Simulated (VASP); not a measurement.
# Se (P3_121) in VASP: further runs

One crystal, Se, is run at these levels: PBE+D3(BJ); tasks: single point.

Everything below comes from runs of VASP 6.6.1. Logs are shortened: lines on timing, memory, paths and dates and some standing lists are left out, and cuts for length are marked.

### 1 The cell of the first run

Symmetry: P3_121, No. 152, trigonal system. The conventional cell has a = 4.295 Å, b = 4.295 Å, c = 4.601 Å, α = 90.00°, β = 90.00°, γ = 120.00°. Se (site symmetry 2) is surrounded by 2 Se at 2.58 Å.

### 2 Single point, PBE+D3(BJ)

INCAR

```
SYSTEM = Se
PREC = Accurate ; ENCUT = 520
EDIFF = 1E-7 ; ISMEAR = 0
SIGMA = 0.05 ; LREAL = .FALSE.
LASPH = .TRUE. ; NELM = 100
ALGO = Normal ; ISIF = 2
LWAVE = .FALSE. ; LCHARG = .FALSE.
GGA = PE ; IVDW = 12
NBANDS = 16
```

KPOINTS

```
regular mesh
0
G
  9 9 8
  0 0 0
```

POSCAR

```
Se
1.0
    4.2945953382      0.0000000000      0.0000000000
   -2.1472976691      3.7192286618      0.0000000000
    0.0000000000      0.0000000000      4.6012294453
Se
3
Direct
    0.2780715923      0.0000000000      0.3333333333
    0.0000000000      0.2780715923      0.6666666667
    0.7219284077      0.7219284077      0.0000000000
```

Potentials or basis: VASP PAW PBE potentials, release 64 (Se).

Run with:

```console
cat potpaw_PBE.64/Se/POTCAR > POTCAR
mpirun -np 1 vasp_std > vasp.out
```

OUTCAR:

```text
SYSTEM = Se
   PREC = Accurate
   ENCUT = 520
   EDIFF = 1E-7
   ISMEAR = 0
   LREAL = .FALSE.
   LASPH = .TRUE.
   NELM = 100
   ISIF = 2
   GGA = PE
   IVDW = 12
 IVDW          = 12

 ion  position               nearest neighbor table
   1  0.278  0.000  0.333-   3 2.58   2 2.58
   2  0.000  0.278  0.667-   3 2.58   1 2.58
   3  0.722  0.722  0.000-   2 2.58   1 2.58

  LATTYP: Found a hexagonal cell.
 ALAT       =     4.2945953382
 C/A-ratio  =     1.0714000000

  Lattice vectors:

 A1 = (   4.2945953382,   0.0000000000,   0.0000000000)
 A2 = (  -2.1472976691,   3.7192286618,   0.0000000000)
 A3 = (   0.0000000000,   0.0000000000,   4.6012294453)

Analysis of symmetry for initial positions (statically):
=====================================================================
 Subroutine PRICEL returns:
 Original cell was already a primitive cell.

 Routine SETGRP: Setting up the symmetry group for a
 hexagonal supercell.

 Subroutine GETGRP returns: Found  6 space group operations
 (whereof  2 operations were pure point group operations)
 out of a pool of 24 trial point group operations.

The static configuration has the point symmetry C_2 .
 The point group associated with its full space group is D_3 .

Analysis of symmetry for dynamics (positions and initial velocities):
=====================================================================
 Subroutine PRICEL returns:
 Original cell was already a primitive cell.

 Routine SETGRP: Setting up the symmetry group for a
 hexagonal supercell.

 Subroutine GETGRP returns: Found  6 space group operations
 (whereof  2 operations were pure point group operations)
 out of a pool of 24 trial point group operations.

The dynamic configuration has the point symmetry C_2 .
 The point group associated with its full space group is D_3 .

 Subroutine INISYM returns: Found  6 space group operations
 (whereof  2 operations are pure point group operations),
 and found     1 'primitive' translations

----------------------------------------------------------------------------------------

                                     Primitive cell

  volume of cell :      73.4935

  direct lattice vectors                    reciprocal lattice vectors
     4.294595338  0.000000000  0.000000000     0.232850809  0.134436477  0.000000000
    -2.147297669  3.719228662  0.000000000     0.000000000  0.268872955  0.000000000
     0.000000000  0.000000000  4.601229445     0.000000000  0.000000000  0.217333218

  length of vectors
     4.294595338  4.294595338  4.601229445     0.268872955  0.268872955  0.217333218

  position of ions in fractional coordinates (direct lattice)
     0.278071592  0.000000000  0.333333333
     0.000000000  0.278071592  0.666666667
     0.721928408  0.721928408  0.000000000

  ion indices of the primitive-cell ions
   primitive index   ion index
                 1           1
                 2           2
                 3           3

----------------------------------------------------------------------------------------

 KPOINTS: regular mesh

Automatic generation of k-mesh.
 Grid dimensions read from file:
 generate k-points for:    9    9    8

 Generating k-lattice:

  Cartesian coordinates                     Fractional coordinates (reciprocal lattice)
     0.025872312  0.014937386  0.000000000     0.111111111  0.000000000  0.000000000
     0.000000000  0.029874773  0.000000000     0.000000000  0.111111111  0.000000000
     0.000000000  0.000000000  0.027166652     0.000000000  0.000000000  0.125000000

  Length of vectors
     0.029874773  0.029874773  0.027166652

  Shift w.r.t. Gamma in fractional coordinates (k-lattice)
     0.000000000  0.000000000  0.000000000

 Subroutine IBZKPT returns following result:
 ===========================================

 Found     81 irreducible k-points:

 Following reciprocal coordinates:
            Coordinates               Weight
  0.000000  0.000000  0.000000      1.000000
  0.111111  0.000000  0.000000      6.000000
  0.222222 -0.000000  0.000000      6.000000
  0.333333  0.000000  0.000000      6.000000
  0.444444 -0.000000  0.000000      6.000000
  0.111111  0.111111  0.000000      6.000000
[... 16 lines left out ...]
  0.222222  0.111111  0.125000     12.000000
 -0.111111  0.333333  0.125000     12.000000
 [... further k-points ...]
   k-points           NKPTS =     81   k-points in BZ     NKDIM =     81   number of bands    NBANDS=     16
   number of dos      NEDOS =    301   number of ions     NIONS =      3
   total plane-waves  NPLWV =  36864
   dimension x,y,z NGX =    32 NGY =   32 NGZ =   36
   dimension x,y,z NGXF=    64 NGYF=   64 NGZF=   72
   ions per type =               3
   NGX,Y,Z   is equivalent  to a cutoff of  12.39, 12.39, 13.01 a.u.
   NGXF,Y,Z  is equivalent  to a cutoff of  24.77, 24.77, 26.01 a.u.
 SYSTEM =  Se
   PREC   = accura    normal or accurate (medium, high low for compatibility)
   ISTART =      0    job   : 0-new  1-cont  2-samecut
   ICHARG =      2    charge: 1-file 2-atom 10-const
   ISPIN  =      1    spin polarized calculation?
   LNONCOLLINEAR =      F non collinear calculations
   LSORBIT =      F    spin-orbit coupling
   LASPH  =      T    aspherical Exc in radial PAW
   ENCUT  =  520.0 eV  38.22 Ry    6.18 a.u.   7.99  7.99  8.56*2*pi/ulx,y,z
   NELM   =    100;   NELMIN=  2; NELMDL= -5     # of ELM steps
   EDIFF  = 0.1E-06   stopping-criterion for ELM
   LREAL  =      F    real-space projection
   EDIFFG = 0.1E-05   stopping-criterion for IOM
   NSW    =      0    number of steps for IOM
   IBRION =     -1    ionic relax: 0-MD 1-quasi-New 2-CG
   NFREE  =      0    steps in history (QN), initial steepest desc. (CG)
   ISIF   =      2    stress and relaxation
   ISYM   =      2    0-nonsym 1-usesym 2-fastsym
   POTIM  = 0.5000    time-step for ionic-motion
   TEBEG  =    0.0;   TEEND  =   0.0 temperature during run
   PSTRESS=    0.0 pullay stress
   NELECT =      18.0000    total number of electrons
   NUPDOWN=      -1.0000    fix difference up-down
   EMIN   =  10.00;   EMAX   =-10.00  energy-range for DOS
   EFERMI =   0.00;   METHOD = LEGACY
   ISMEAR =     0;   SIGMA  =   0.05  broadening in eV -4-tet -1-fermi 0-gaus
   EFERMI_NEDOS =   21; number of points for ismear=-14 and -15
   IALGO  =     38    algorithm
   IMIX   =      4    mixing-type and parameters
     AMIX     =   0.40;   BMIX     =  1.00
     AMIX_MAG =   1.60;   BMIX_MAG =  1.00
  volume/ion in A,a.u.               =      24.50       165.32
  Fermi-wavevector in a.u.,A,eV,Ry     =   1.024274  1.935597 14.274368  1.049136
  Thomas-Fermi vector in A             =   2.158052
   LORBIT       =      0    0 simple, 1 ext, 2 COOP (PROOUT), +10 PAW based schemes
   GGA     = PE    functional components
   LHFCALC =     F    Hartree Fock is set to
   AEXX    =    0.0000 exact exchange contribution
   IVDW    =    12    specifies the selected vdW correction
   LEPSILON=     F    determine dielectric tensor
   LRPA    =     F    only Hartree local field effects (RPA)
 non-spin polarized calculation
 Gauss-broadening in eV      SIGMA  =   0.05
  energy-cutoff  :      520.00
  volume of cell :       73.49
 maximum number of plane-waves:      2004
   NGX = 15   NGY = 15   NGZ = 17

 number of electron      18.0000001 magnetization

 Free energy of the ion-electron system (eV)
  ---------------------------------------------------
  ext. energy  EPLUGINS =         0.00000000
  ---------------------------------------------------
  free energy    TOTEN  =       -10.12707045 eV

  energy without entropy =      -10.12694237  energy(sigma->0) =      -10.12700641

 E-fermi :   3.9311     XC(G=0):  -9.4959

 val. band max:        3.8486635227   @ k =   0.1111   0.1111   0.5000
 cond. band min:       3.9930410754   @ k =   0.0000   0.0000   0.2500
 fundamental gap:      0.1443775526
 Fermi energy:         3.9311342153

 k-point     1 :       0.0000    0.0000    0.0000
  band No.  band energies     occupation
      1     -11.9087      2.00000
      2      -7.8476      2.00000
      3      -7.8476      2.00000
      4      -0.3958      2.00000
      5       0.2983      2.00000
      6       0.2983      2.00000
[... 8 lines left out ...]
     15      11.0250      0.00000
     16      11.8096      0.00000

 k-point     2 :       0.1111    0.0000    0.0000
  band No.  band energies     occupation
      1     -11.8234      2.00000
      2      -7.9380      2.00000
      3      -7.8669      2.00000
      4      -0.6735      2.00000
      5      -0.0986      2.00000
      6       0.1032      2.00000
[... 8 lines left out ...]
     15      11.3901      0.00000
     16      11.7944      0.00000

 k-point     3 :       0.2222   -0.0000    0.0000
  band No.  band energies     occupation
      1     -11.5783      2.00000
      2      -8.2226      2.00000
      3      -7.9104      2.00000
      4      -1.0524      2.00000
      5      -0.5694      2.00000
      6      -0.1897      2.00000
[... 8 lines left out ...]
     15      11.6063      0.00000
     16      12.5129      0.00000

 k-point     4 :       0.3333    0.0000    0.0000
  band No.  band energies     occupation
      1     -11.2182      2.00000
      2      -8.6665      2.00000
      3      -7.9530      2.00000
      4      -1.1042      2.00000
      5      -0.8934      2.00000
      6      -0.3724      2.00000
[... 8 lines left out ...]
     15      12.1086      0.00000
     16      13.3523      0.00000
[... 324 lines left out ...]
 k-point    22 :       0.1111    0.1111    0.1250
  band No.  band energies     occupation
      1     -11.5818      2.00000
      2      -8.6339      2.00000
      3      -7.4761      2.00000
      4      -1.0085      2.00000
      5      -0.4298      2.00000
      6       0.1340      2.00000
[... 8 lines left out ...]
     15      11.5688      0.00000
     16      12.2679      0.00000

 k-point    23 :       0.2222    0.1111    0.1250
  band No.  band energies     occupation
      1     -11.2842      2.00000
      2      -8.6811      2.00000
      3      -7.8682      2.00000
      4      -1.2263      2.00000
      5      -0.5023      2.00000
      6       0.0538      2.00000
[... 8 lines left out ...]
     15      12.0198      0.00000
     16      12.4370      0.00000

 k-point    24 :      -0.1111    0.3333    0.1250
  band No.  band energies     occupation
      1     -11.2777      2.00000
      2      -8.7921      2.00000
      3      -7.7177      2.00000
      4      -1.5141      2.00000
      5      -0.6043      2.00000
      6      -0.1576      2.00000
[... 8 lines left out ...]
     15      12.8960      0.00000
     16      13.3045      0.00000

 [... further k-points ...]

------------------------ aborting loop because EDIFF is reached ----------------------------------------

 Edisp (eV)   -1.06840

 E8    (eV) :    -0.4412

  FORCE on cell =-STRESS in cart. coord.  units (eV):
  Direction    XX          YY          ZZ          XY          YZ          ZX
  --------------------------------------------------------------------------------------
  -------------------------------------------------------------------------------------
  Total      -2.18086    -2.18086    -0.36538     0.00000     0.00000     0.00000
  in kB     -47.54335   -47.54335    -7.96527     0.00000     0.00000     0.00000
  external pressure =      -34.35 kB  Pullay stress =        0.00 kB

 VOLUME and BASIS-vectors are now :
 -----------------------------------------------------------------------------
  energy-cutoff  :      520.00
  volume of cell :       73.49
      direct lattice vectors                 reciprocal lattice vectors
     4.294595338  0.000000000  0.000000000     0.232850809  0.134436477  0.000000000
    -2.147297669  3.719228662  0.000000000     0.000000000  0.268872955  0.000000000
     0.000000000  0.000000000  4.601229445     0.000000000  0.000000000  0.217333218

 POSITION                                       TOTAL-FORCE (eV/Angst)
 -----------------------------------------------------------------------------------
      1.19420      0.00000      1.53374        -0.634108      0.000000      0.000000
     -0.59710      1.03421      3.06749         0.317054     -0.549154      0.000000
      1.55020      2.68502      0.00000         0.317054      0.549154     -0.000000
 -----------------------------------------------------------------------------------
    total drift:                                0.000000      0.000000      0.000000

  FREE ENERGIE OF THE ION-ELECTRON SYSTEM (eV)
  ---------------------------------------------------
  free  energy   TOTEN  =       -11.1954694830 eV

  energy  without entropy=      -11.1953413990  energy(sigma->0) =      -11.19540544
```

It took 53 s on 1 thread of Intel Xeon Platinum 8488C (Sapphire Rapids), shared host; peak memory 0.23 GiB.

Results:

```
Free energy                : -11.1955 eV
Pressure                   : -3.4 GPa
Largest force              : 0.634 eV/Å
Band gap on the k mesh     : none (metal or under the smearing width)
Dispersion energy per atom : -0.356 eV
```

Forces on the atoms (eV/Å):
```
Se  -0.634  0.000  0.000
Se   0.317 -0.549  0.000
Se   0.317  0.549  0.000
```

Levels at points of the mesh, in eV from the Fermi level:
```tsv
k point	band 5	band 6	band 7	band 8	band 9	band 10	band 11	band 12	band 13	band 14
(0.00, 0.00, 0.00)	-3.63	-3.63	-2.43	-2.43	-1.62	0.89	1.39	1.39	6.64	6.64
(0.00, 0.00, 0.50)	-3.71	-3.60	-1.99	-1.99	-1.40	-0.44	-0.44	0.20	5.79	5.79
```

Caveat: pairwise dispersion overbinds metals, which lowers pressure and volume.

### 3 Single point, PBE+D3(BJ)

This run uses another cell than the first one, of the same volume but with other edges.

INCAR

```
PREC = Accurate
ENCUT = 520
EDIFF = 1E-6
ISMEAR = 0
SIGMA = 0.05
LREAL = False
LASPH = True
NELM = 100
ALGO = Fast
ISIF = 2
LWAVE = False
LCHARG = True
GGA = PE
IVDW = 12
LELF = True
LVHAR = True
NBANDS = 16
```

KPOINTS

```
Automatic mesh
0
Gamma
  9 9 8
```

POSCAR

```
Se
1.0
    4.2135749463      0.0000000000      0.0000000000
   -2.1067874732      3.6490629443      0.0000000000
    0.0000000000      0.0000000000      4.7798794191
Se
3
Direct
    0.2627083307      0.0000000000      0.3333333333
    0.0000000000      0.2627083307      0.6666666667
    0.7372916693      0.7372916693      0.0000000000
```

Potentials or basis: VASP PAW PBE potentials, release 64 (Se).

Run with:

```console
cat potpaw_PBE.64/Se/POTCAR > POTCAR
mpirun -np 1 vasp_std > vasp.out
```

It took 48 s on 1 thread of Intel Xeon Platinum 8488C (Sapphire Rapids), shared host; peak memory 0.23 GiB.

The run converged. Its results:

| Property | Result |
| --- | --- |
| Free energy | -11.3780 eV |
| Pressure | -1.1 GPa |
| Largest force | 0.489 eV/Å |
| Band gap on the k mesh | none (metal or under the smearing width) |
| Dispersion energy per atom | -0.356 eV |

Forces in eV/Å, atoms in the order of the input:
```
Se  -0.489  0.000  0.000
Se   0.244 -0.423  0.000
Se   0.244  0.423  0.000
```

Stress tensor (GPa, compression positive):
```
-2.28  0.00  0.00
 0.00 -2.28  0.00
 0.00  0.00  1.36
```

Levels at points of the mesh, in eV from the Fermi level:
```
           k point  band 5  band 6  band 7  band 8  band 9  band 10  band 11  band 12  band 13  band 14
(0.00, 0.00, 0.00)   -3.83   -3.83   -2.44   -2.44   -1.28     1.10     1.25     1.25     6.32     6.32
(0.00, 0.00, 0.50)   -3.74   -3.74   -1.99   -1.99   -1.56    -0.05    -0.05     0.47     6.09     6.09
```

Caveat: pairwise dispersion overbinds metals, which lowers pressure and volume.
